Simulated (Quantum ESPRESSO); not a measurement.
**Au: equation of state with RGE2**

**What was measured.**

“Exploring toroidal anvil profiles for larger sample volumes above 4 Mbar”, 2024, pmc:11102561 quotes, for a bulk crystal of Au: bulk modulus 167 GPa.

Au:

```
CELL_PARAMETERS angstrom
0.00000 2.03500 2.03500
2.03500 0.00000 2.03500
2.03500 2.03500 0.00000
ATOMIC_POSITIONS crystal
Au 0.00000 0.00000 0.00000
```

```yaml
Program: Quantum ESPRESSO 7.5
Task: equation of state
Functional: RGE2
Potentials_or_basis: PseudoDojo 0.4.1 SR PBE standard
Cutoff: 1034 eV
Density_cutoff: 4136 eV
k_mesh: 11 × 11 × 11
Occupations: fermi-dirac, width 0.05 eV
Spin: no spin polarisation
Mixing_beta: 0.5
Most_SCF_iterations: 120
SCF_threshold: 2e-10 Ry
```

* Equilibrium volume: 17.17 Å³/atom
* Bulk modulus: 166 GPa
* Pressure derivative of the bulk modulus: 5.8

Energy against volume, from the lowest point:
```tsv
volume (Å³/atom)	energy (meV/atom)
15.843	63.85
16.181	33.89
16.518	14.07
16.855	3.13
17.192	0.00
17.529	3.70
17.866	13.36
```

All runs of the series together: 110 s on 1 thread of AMD EPYC 7R43 64-Core Processor (Zen 3), on a shared host.

Against the measured bulk modulus of Au, 167 GPa (quoted in “Exploring toroidal anvil profiles for larger sample volumes above 4 Mbar”, 2024, pmc:11102561), the calculated 166 GPa is off by -0.3 %. The fit is for a static lattice scaled at fixed shape and fixed fractional positions.

Caveat: the potentials were made for another functional, which shifts forces and pressure. Spin-orbit coupling is left out, which matters for the levels of Au.
